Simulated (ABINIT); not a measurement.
The system is Ti.

```
Ti
1.0
     4.56737    0.00000    0.00000
    -2.28369    3.95546    0.00000
     0.00000    0.00000    2.82624
Ti
3
Direct
  0.66667 0.33333 0.50000
  0.33333 0.66667 0.50000
  0.00000 0.00000 0.00000
```

This isn't the form of Ti at room conditions, which is hcp.

* Program: ABINIT 10.8.3 (patched build)
* Task: relaxation of cell and atoms
* Functional: PBE
* Dispersion: D3(BJ)
* Potentials or basis: JTH PAW PBE v2.0
* Cutoff: 408 eV
* k mesh: 7 × 7 × 9
* Occupations: fermi-dirac, width 0.05 eV
* Spin: no spin polarisation

At the start: pressure -5.0 GPa; volume 17.02 Å³/atom.

How do energy, volume and symmetry change on relaxing?

Over 4 steps the energy falls by 12.1 meV/atom and the volume is 16.28 Å³/atom (-4.3 %); space group P6/mmm (No. 191, to 0.05 Å).

Step by step:
```csv
step,energy change (eV),largest force (eV/Å),pressure (GPa),volume (Å³)
1,0.0000,0.0000,-4.97,51.06
2,-0.0113,0.0000,-4.17,50.68
3,-0.0360,0.0000,0.14,48.79
4,-0.0362,0.0000,0.00,48.85
```

Final structure:
```
Ti
1.0
     4.50066    0.00000    0.00000
    -2.25033    3.89769    0.00000
     0.00000    0.00000    2.78488
Ti
3
Direct
  0.66667 0.33333 0.50000
  0.33333 0.66667 0.50000
  0.00000 0.00000 0.00000
```

Caveat: the log and the count of SCF iterations are those of the last ABINIT call alone; pairwise dispersion overbinds metals, which lowers pressure and volume.
